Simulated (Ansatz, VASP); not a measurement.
MgO: VASP beside Ansatz

The input INCAR:

```
ALGO = Normal
EDIFF = 1E-6
ENCUT = 520
GGA = PS
ISIF = 2
ISMEAR = 0
LASPH = T
LCHARG = F
LREAL = F
LWAVE = F
NBANDS = 11
NELM = 60
PREC = Accurate
SIGMA = 0.05
```

The input KPOINTS:

```
k-points
0
Gamma
  9 9 8
```

File POSCAR:

```
MgO
1.0
    2.9380209034      0.0000000000      0.0000000000
   -1.4690104517      2.5444007392      0.0000000000
    0.0000000000      0.0000000000      2.6796800000
Mg O
1 1
Direct
    0.0393019851      0.0786039702     -0.0373178887
    0.3333333333      0.6666666667      0.5000000000
```

Input for Ansatz:

```yaml
crystal:
  lattice:
    - [2.9380209034, 0.0, 0.0]
    - [-1.4690104517, 2.5444007392, 0.0]
    - [0.0, 0.0, 2.67968]
  atoms:
    - { symbol: Mg, position: [0.0393019851, 0.0786039702, -0.0373178887] }
    - { symbol: O, position: [0.3333333333, 0.6666666667, 0.5] }
basis:
  ecutwfc: 420
kpoints:
  mp_grid: { grid: [9, 9, 8] }
hamiltonian:
  xc: pbesol
scf:
  occupations: { method: gaussian, width: 0.05 }
output:
  forces: true
  stress: true
  eigenvalues: true
```

Alike in both runs: task single point; functional PBEsol; k mesh 9 × 9 × 8; occupations gaussian, width 0.05 eV; no spin polarisation.

```csv
,VASP,Ansatz
version,VASP 6.6.1,Ansatz 0.2.0
potentials or method,"VASP PAW PBE potentials, release 64 (Mg, O)","scalar-relativistic, plane waves, PAW"
plane-wave cutoff (eV),520,420
valence electrons in the cell,8,16
```

VASP gave:

| Quantity | Value |
| --- | --- |
| gap on the k mesh at the Fermi level (eV) | 2.80 |
| least direct gap on the mesh (eV) | 3.34 |
| pressure (GPa) | -0.3 |
| largest component of the traceless stress (GPa) | 4.86 |
| rms of the force components (eV/Å) | 0.674 |

**Question.** Estimate Ansatz's values.

**Answer.** gap on the k mesh at the Fermi level (eV): 2.80; least direct gap on the mesh (eV): 3.34; pressure (GPa): 0.0; largest component of the traceless stress (GPa): 4.80; rms of the force components (eV/Å): 0.666.

Atom by atom the forces differ by 0.008 eV/Å (rms over components). The functional is the same, so the differences come from potentials, cutoffs and numerics. The two sets of potentials don't hold the same shells in valence.

Caveats: the PAW data sets were made with another functional, which shifts forces and pressure a little (VASP); an odd mesh through Γ misses points on the zone boundary, where band edges often lie.
